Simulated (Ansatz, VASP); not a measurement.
# W: VASP beside Ansatz

```
CELL_PARAMETERS angstrom
-1.58480 1.58480 1.58480
1.58480 -1.58480 1.58480
1.58480 1.58480 -1.58480
ATOMIC_POSITIONS crystal
W 0.00000 0.00000 0.00000
```

Alike in both runs: task single point; functional r2SCAN; k mesh 14 × 14 × 14; occupations fermi-dirac, width 0.1 eV; no spin polarisation.

|  | VASP | Ansatz |
| --- | --- | --- |
| version | VASP 6.6.1 | Ansatz 0.2.0 |
| potentials or method | VASP PAW PBE potentials, release 64 (W_sv) | plane waves (500 eV) with PAW, scalar-relativistic |
| plane-wave cutoff (eV) | 520 | 500 |
| valence electrons in the cell | 14 | 14 |

|  | VASP | Ansatz | Ansatz less VASP |
| --- | --- | --- | --- |
| pressure (GPa) | 1.2 | 0.0 | -1.22 |

Caveats: the PAW data sets were made with another functional, which shifts forces and pressure a little (VASP). Spin-orbit coupling is left out, which matters for the levels of W.
